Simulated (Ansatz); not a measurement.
# Ni3Ge: further runs on the relaxed cell

One table from this session's results is given with a row withheld; the runs are named, their logs left out.

Computed with Ansatz 0.2.0 (DFT PBEsol, scalar-relativistic, plane waves, PAW, unless a step's input says otherwise).

1 further run of the same task is left out (set aside as unsound or not needed).

**The system as given**

Symmetry: Pm-3m, No. 221, cubic system. Conventional cell: a = 3.525 Å, b = 3.525 Å, c = 3.525 Å, α = 90.00°, β = 90.00°, γ = 90.00°. Ni (site symmetry 4/mmm) is surrounded by 8 Ni at 2.49 Å and 4 Ge at 2.49 Å. Ge (site symmetry m-3m) has 12 Ni at 2.49 Å as nearest neighbours.

Coordinates:

```cif
data_structure
_symmetry_space_group_name_H-M 'Pm-3m'
_symmetry_Int_Tables_number 221
_cell_length_a 3.5249
_cell_length_b 3.5249
_cell_length_c 3.5249
_cell_angle_alpha 90.000
_cell_angle_beta 90.000
_cell_angle_gamma 90.000
_cell_volume 43.80
loop_
_atom_site_label
_atom_site_type_symbol
_atom_site_symmetry_multiplicity
_atom_site_Wyckoff_symbol
_atom_site_fract_x
_atom_site_fract_y
_atom_site_fract_z
_atom_site_occupancy
Ni1 Ni 3 c 0.50000 0.00000 0.50000 1
Ge1 Ge 1 a 0.00000 0.00000 0.00000 1
```

It goes back to an entry of the Materials Project, which need not be the stable form.

This cell was relaxed beforehand with the same method: volume 10.95 Å³/atom, gap on the mesh none (metal).

Set-up of the first run:

The input, input.yaml:

```yaml
crystal:
  lattice:
    - [3.5249142754, 0.0, 0.0]
    - [0.0, 3.5249142754, 0.0]
    - [0.0, 0.0, 3.5249142754]
  atoms:
    - { symbol: Ni, position: [0.5, 0.0, 0.5] }
    - { symbol: Ni, position: [0.0, 0.5, 0.5] }
    - { symbol: Ni, position: [0.5, 0.5, 0.0] }
    - { symbol: Ge, position: [0.0, 0.0, 0.0] }
basis:
  ecutwfc: 420
kpoints:
  mp_grid: { grid: [12, 12, 12] }
  band_path:
    path:
      - [[0.0, 0.0, 0.0], [0.0, 0.5, 0.0], [0.5, 0.5, 0.0], [0.0, 0.0, 0.0], [0.5, 0.5, 0.5], [0.0, 0.5, 0.0]]
      - [[0.5, 0.5, 0.5], [0.5, 0.5, 0.0]]
    npoints: 14
hamiltonian:
  xc: pbesol
scf:
  occupations: { method: gaussian, width: 0.1 }
  n_extra_bands: 10
output:
  forces: true
  stress: true
  eigenvalues: true
  populations: true
  dos: { projected: true, de: 0.02, nscf_kmesh: { grid: [18, 18, 18] } }
  bader: true
  write_density: true
  write_potential: true
  elf: true
  volumetric_format: npy
```

Run with:

```
$ ansatz run input.yaml --threads 1 --pin off --max-ram 2560MiB --backend cpu --events-out ev --progress --plain --runs-dir out
```

Among the steps run: Bands, states and charges; Back to the database's cell; Volume × 0.97; Point at V/V0 = 1.03; The cell scaled to 0.94 of its volume; Volume × 1.06; Volume × 0.91; Volume × 1.10; Point at V/V0 = 0.88.

One table of the session follows, with a row left open; its other results are not shown here.

```
volume (Å³/atom)  energy above the lowest point (meV/atom)  pressure (GPa)
           9.635                                     137.8           38.03
           9.964                                      72.6           25.90
          10.292                                      30.3           15.72
          10.621                                       7.1            7.18
          10.949                                       0.0            0.01
          11.278                                         ?               ?
          11.606                                      24.0          -11.06
          12.044                                      62.1          -16.52
```

Q: Estimate the row for volume (Å³/atom) = 11.278 from the others.

Worked estimate for «energy above the lowest point (meV/atom)». A straight line through the neighbours (10.949, 0.0) and (11.606, 24.0) gives 0.0 + (24.0 − 0.0) × (11.278 − 10.949) / (11.606 − 10.949) = 12.0; a parabola fitted to 4 rows on both sides gives 6.6.

**Answer.** energy above the lowest point (meV/atom): 6.4; pressure (GPa): -6.01. In «energy above the lowest point (meV/atom)» the line misses by +5.6 and the parabola by +0.2.

To keep in mind: Spin polarisation is off in the runs that give these values; a magnetic solution could lie lower.
